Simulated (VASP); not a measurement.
A VASP calculation is set up with these files.

**KPOINTS**
```
Automatic mesh
0
Gamma
4 4 4
0.5 0.5 0.5
```

POSCAR:
```
CsPbI3
1
    6.1352040000     0.0000000000     0.0000000000
    0.0000000000     6.1352040000     0.0000000000
    0.0000000000     0.0000000000     6.1352040000
Cs Pb I
1 1 3
Direct
  0.5000000000   0.5000000000   0.5000000000
  0.0000000000   0.0000000000   0.0000000000
  0.0000000000   0.0000000000   0.5000000000
  0.5000000000   0.0000000000   0.0000000000
  0.0000000000   0.5000000000   0.0000000000
```

### INCAR
```
! general
SYSTEM =CsPbI3
PREC   =Accurate
ENCUT  =300
LREAL  =.FALSE.
LASPH  =.TRUE.   ! aspherical one-centre terms

! electronic loop
EDIFF  =1E-6
NELM   =100
ALGO   =Normal   ! blocked Davidson
LMAXMIX=4   ! l cut-off of mixed one-centre charges

! smearing
ISMEAR =0
SIGMA  =0.01   ! width (eV)

! functional
GGA    =PE   ! PBE

! ions
ISIF   =2   ! forces and stress, cell fixed

! output
LWAVE  =.FALSE.
LCHARG =.FALSE.
```

POTCAR, in this order: Cs_sv Pb_d I (PBE.64 set). Program: vasp_std.

**Question.** Write an equivalent input for Ansatz.

**Answer.** One equivalent input (not run):
Ansatz 0.2 input:
```yaml
crystal:
  lattice:
    - [6.1352040, 0.0000000, 0.0000000]
    - [0.0000000, 6.1352040, 0.0000000]
    - [0.0000000, 0.0000000, 6.1352040]
  atoms:
    - { symbol: Cs, position: [0.5000000, 0.5000000, 0.5000000] }
    - { symbol: Pb, position: [0.0000000, 0.0000000, 0.0000000] }
    - { symbol: I, position: [0.0000000, 0.0000000, 0.5000000] }
    - { symbol: I, position: [0.5000000, 0.0000000, 0.0000000] }
    - { symbol: I, position: [0.0000000, 0.5000000, 0.0000000] }
kpoints:
  mp_grid: { grid: [4, 4, 4], shift: [0.5, 0.5, 0.5] }
hamiltonian:
  xc: pbe
  pseudopotentials: { kind: paw }
scf:
  occupations: { method: gaussian, width: 0.01 }
  max_iter: 100
output: { forces: true, stress: true, eigenvalues: true }
```
Limits of the translation: each code has its own PAW files, so the cut-off isn't converted (ENCUT is set for VASP's; basis.ecutwfc is left out, and Ansatz then takes the one that its files recommend); Ansatz stops its SCF on the density residual and VASP on the energy change (EDIFF).

The structure comes from a computed database's CsPbI3 entry; how it stands against other phases isn't given here. The cell was not relaxed at this level. The run is one of a series of settings (KPOINTS 4×4×4 Γ-centred mesh shifted by (0.5, 0.5, 0.5) against the base run), some of them coarse on purpose.
